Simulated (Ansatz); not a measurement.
# Zr in Ansatz: the effect of functional

The system is Zr, a slab with vacuum.

```
Zr
1.0
     3.13501    0.00000    0.00000
    -1.04500    2.95572    0.00000
     0.00000    0.00000   25.23891
Zr
5
Direct
  0.50000 0.50000 0.29716
  0.00000 0.00000 0.39858
  0.50000 0.50000 0.50000
  0.00000 0.00000 0.60142
  0.50000 0.50000 0.70284
```

The slab is cut from a database's or a generator's crystal, which needn't be the stable form of the element.

Alike in all runs:

```yaml
Program: Ansatz 0.2.0
Task: single point
Potentials_or_basis: all-electron LAPW, scalar-relativistic
Cutoff: 158 eV (chosen from the basis error)
Basis_error_allowed: 0.002 eV/atom
k_mesh: 9 × 9 × 1
Occupations: fermi-dirac, width 0.05 eV
Spin: no spin polarisation
```

```tsv
functional	largest force (eV/Å)	work function (eV)
PBE	?	?
LDA	0.97	4.28
PBEsol	0.80	4.13
```

**Question.** What does the run with functional PBE give?

**Answer.** Largest force 0.59 eV/Å; work function 4.06 eV.
